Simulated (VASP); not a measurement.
# Si (P6_3/mmc) in VASP: further runs, part 2 of 2

VASP 6.6.1. Earlier steps stand in the parts before.

## (3) Single point, r2SCAN

This run uses another cell than the first one, of 13.86 Å³/atom, 1.010 times its volume.

File POSCAR:

```
Si
1.0
    2.6655775094      0.0000000000      0.0000000000
   -1.3327887547      2.3084578389      0.0000000000
    0.0000000000      0.0000000000      4.5062692700
Si
2
Direct
    0.3333333300      0.6666666700      0.2500000000
    0.6666666700      0.3333333300      0.7500000000
```

File INCAR.step1:

```
ALGO = Normal ; EDIFF = 1E-4
ENCUT = 520 ; GGA = PE
ISMEAR = 0 ; LASPH = True
LCHARG = False ; LREAL = False
LWAVE = True ; NBANDS = 11
NELM = 100 ; PREC = Accurate
SIGMA = 0.1
```

File INCAR.step2:

```
ALGO = Normal ; EDIFF = 1E-6
ENCUT = 520 ; ISIF = 2
ISMEAR = 0 ; ISTART = 1
LASPH = True ; LCHARG = True
LELF = True ; LMIXTAU = True
LREAL = False ; LVHAR = True
LWAVE = False ; METAGGA = R2SCAN
NBANDS = 11 ; NELM = 100
PREC = Accurate ; SIGMA = 0.1
```

File KPOINTS:

```
k-points
0
Gamma
  9 9 4
```

Potentials or basis: VASP PAW PBE potentials, release 64 (Si).

Started as:

```sh
cat potpaw_PBE.64/Si/POTCAR > POTCAR
cp INCAR.step1 INCAR
mpirun -np 1 vasp_std > vasp.out
cp INCAR.step2 INCAR
mpirun -np 1 vasp_std > vasp.out
```

OUTCAR:

```text
EDIFF = 1E-6
   ENCUT = 520
   ISIF = 2
   ISMEAR = 0
   ISTART = 1
   LASPH = True
   LREAL = False
   METAGGA = R2SCAN
   NELM = 100
   PREC = Accurate

 ion  position               nearest neighbor table
   1  0.333  0.667  0.250-   2 2.73   2 2.73   2 2.73   2 2.73   2 2.73   2 2.73
   2  0.667  0.333  0.750-   1 2.73   1 2.73   1 2.73   1 2.73   1 2.73   1 2.73

  LATTYP: Found a hexagonal cell.
 ALAT       =     2.6655775094
 C/A-ratio  =     1.6905414508

  Lattice vectors:

 A1 = (   2.6655775094,   0.0000000000,   0.0000000000)
 A2 = (  -1.3327887547,   2.3084578389,   0.0000000000)
 A3 = (   0.0000000000,   0.0000000000,   4.5062692700)

Analysis of symmetry for initial positions (statically):
=====================================================================
 Subroutine PRICEL returns:
 Original cell was already a primitive cell.

 Routine SETGRP: Setting up the symmetry group for a
 hexagonal supercell.

 Subroutine GETGRP returns: Found 24 space group operations
 (whereof 12 operations were pure point group operations)
 out of a pool of 24 trial point group operations.

[... 176 lines left out ...]
      2       2.1097      2.00000
      3       2.8565      2.00000
      4      20.5142      0.00000
      5      20.5142      0.00000
      6      21.7529      0.00000
      7      21.7530      0.00000
      8      22.4790      0.00000
      9      22.4812      0.00000
     10      25.1663      0.00000
     11      26.0577      0.00000
[... 309 lines left out ...]
 k-point    24 :       0.3333    0.3333    0.2500
  band No.  band energies     occupation
      1       4.6349      2.00000
      2       4.6349      2.00000
      3       5.4470      2.00000
      4       8.3683      2.00000
      5       8.3683      2.00000
      6       8.8567      2.00000
      7      15.2850      0.00000
      8      15.2850      0.00000
      9      17.0265      0.00000
     10      25.6267      0.00000
     11      25.6267      0.00000

 [... further k-points ...]

------------------------ aborting loop because EDIFF is reached ----------------------------------------

  FORCE on cell =-STRESS in cart. coord.  units (eV):
  Direction    XX          YY          ZZ          XY          YZ          ZX
  --------------------------------------------------------------------------------------
  -------------------------------------------------------------------------------------
  Total        0.3299543      0.3299543     -1.0713249      0.0000000     -0.0000000     -0.0000000
  in kB       19.0648780     19.0648780    -61.9015300      0.0000000     -0.0000000     -0.0000000
  external PRESSURE =      -7.9239247 kB  Pullay stress =       0.0000000 kB

 VOLUME and BASIS-vectors are now :
 -----------------------------------------------------------------------------
  energy-cutoff  :      520.00
  volume of cell :       27.73
      direct lattice vectors                 reciprocal lattice vectors
     2.665577509  0.000000000  0.000000000     0.375153225  0.216594816  0.000000000
    -1.332788755  2.308457839  0.000000000     0.000000000  0.433189631  0.000000000
     0.000000000  0.000000000  4.506269270     0.000000000  0.000000000  0.221913059

 POSITION                                       TOTAL-FORCE (eV/Angst)
 -----------------------------------------------------------------------------------
     -0.00000      1.53897      1.12657        -0.000000      0.000000      0.000000
      1.33279      0.76949      3.37970         0.000000     -0.000000      0.000000
 -----------------------------------------------------------------------------------
    total drift:                               -0.000000      0.000000     -0.000000

  FREE ENERGIE OF THE ION-ELECTRON SYSTEM (eV)
  ---------------------------------------------------
  free  energy   TOTEN  =       -16.2300254424 eV

  energy  without entropy=      -16.2293441758  energy(sigma->0) =      -16.22968481
```

OUTCAR.step1:

```text
EDIFF = 1E-4
   ENCUT = 520
   GGA = PE
   ISMEAR = 0
   LASPH = True
[... 561 lines left out ...]
 -----------------------------------------------------------------------------------
     -0.00000      1.53897      1.12657         0.000000      0.000000      0.000000
      1.33279      0.76949      3.37970        -0.000000      0.000000      0.000000
 -----------------------------------------------------------------------------------
    total drift:                               -0.000000      0.000000     -0.000000

  FREE ENERGIE OF THE ION-ELECTRON SYSTEM (eV)
  ---------------------------------------------------
  free  energy   TOTEN  =        -9.9154572621 eV

  energy  without entropy=       -9.9145680315  energy(sigma->0) =       -9.91501265
```

It took 18 s on 1 thread of Intel Xeon Platinum 8559C (Emerald Rapids), shared host; peak memory 0.14 GiB.

Results:

```yaml
Free_energy: -16.2300 eV
Pressure: -0.8 GPa
Band_gap_on_the_k_mesh: none (metal or under the smearing width)
```

Stress tensor (GPa, compression positive):
```
 1.91  0.00  0.00
 0.00  1.91  0.00
 0.00  0.00 -6.19
```

Levels at points of the mesh, in eV from the Fermi level:
```csv
k point,band 1,band 2,band 3,band 4,band 5,band 6,band 7,band 8,band 9
"(0.00, 0.00, 0.00)",-15.94,-8.82,-8.07,9.58,9.58,10.82,10.82,11.55,11.55
"(0.00, 0.00, 0.50)",-14.04,-14.04,0.54,0.54,11.07,11.07,11.07,11.07,12.63
```

Caveat: the PAW data sets were made with another functional, which shifts forces and pressure a little.
